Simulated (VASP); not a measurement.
Input of a VASP 6.6.1 run:

Contents of POSCAR:

```
TiS2
1.0
    3.5340653435      0.0000000000      0.0000000000
   -1.7670326717      3.0605903661      0.0000000000
    0.0000000000      0.0000000000      5.7387203108
Ti S
1 2
Direct
    0.0000000000      0.0000000000      0.0000000000
    0.3333333333      0.6666666667      0.2366340461
    0.6666666667      0.3333333333      0.7633659539
```

The input INCAR.step1:

```
SYSTEM = TiS2
PREC = Accurate
ENCUT = 520
ISMEAR = -1
SIGMA = 0.02
LREAL = .FALSE.
LASPH = .TRUE.
NELM = 100
NBANDS = 19
GGA = PE
ALGO = Normal
EDIFF = 1E-4
LWAVE = .TRUE.
LCHARG = .FALSE.
```

File INCAR.step2:

```
SYSTEM = TiS2
PREC = Accurate
ENCUT = 520
EDIFF = 1E-6
ISMEAR = -1
SIGMA = 0.02
LREAL = .FALSE.
LASPH = .TRUE.
NELM = 100
ALGO = Normal
ISIF = 2
LWAVE = .FALSE.
LCHARG = .FALSE.
METAGGA = R2SCAN
LMIXTAU = .TRUE.
NBANDS = 19
ISTART = 1
```

KPOINTS

```
Automatic mesh
0
G
  12 12 4
  0 0 0
```

Potentials or basis: VASP PAW PBE potentials, release 64 (Ti_sv, S).

Run with:

```bash
$ cat potpaw_PBE.64/Ti_sv/POTCAR potpaw_PBE.64/S/POTCAR > POTCAR
$ cp INCAR.step1 INCAR
$ mpirun -np 1 vasp_std > vasp.out
$ cp INCAR.step2 INCAR
$ mpirun -np 1 vasp_std > vasp.out
```

Estimate the band gap on the k mesh.

0.37 eV, indirect (least direct gap 0.58 eV).

What does it give for the pressure?

-3.2 GPa.

What does it give for the largest force?

0.026 eV/Å.

Forces on the atoms (eV/Å):
```
Ti   0.000  0.000  0.000
S    0.000  0.000 -0.026
S    0.000  0.000  0.026
```

Caveat: the PAW data sets were made with another functional, which shifts forces and pressure a little. A k mesh can miss the band edges.
